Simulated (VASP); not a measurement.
A run of VASP 6.6.1:

The input INCAR:

```
SYSTEM = Lu
PREC = Normal ; ENCUT = 520
EDIFF = 1E-8 ; ISMEAR = -5
SIGMA = 0.1 ; LREAL = .False.
LASPH = .True. ; NELM = 60
ALGO = Normal ; ISIF = 2
LWAVE = .False. ; LCHARG = .False.
METAGGA = RTPSS ; LMIXTAU = .True.
LEFG = .True.
```

Contents of KPOINTS:

```
Automatic mesh
0
Gamma
  10 10 10
  0 0 0
```

The input POSCAR:

```
Lu
1.0
   -1.9541071088      1.9541071088      1.9541071088
    1.9541071088     -1.9541071088      1.9541071088
    1.9541071088      1.9541071088     -1.9541071088
Lu
1
Direct
    0.0000000000      0.0000000000      0.0000000000
```

Potentials or basis: VASP PAW PBE potentials, release 64 (Lu_3), 4f in core.

Launch:

```console
$ cat potpaw_PBE.64/Lu_3/POTCAR > POTCAR
$ mpirun -np 1 vasp_std > vasp.out
```

Hardware: 1 thread of Intel(R) Xeon(R) Platinum 8375C CPU @ 2.90GHz (Ice Lake), on a shared host.

Task: How long does it take, and how much memory?

Result: Wall time 67 s on 1 thread of Intel(R) Xeon(R) Platinum 8375C CPU @ 2.90GHz (Ice Lake), with other jobs on the host, peak memory 0.13 GiB. Counts: scf iterations 21, k points 47.
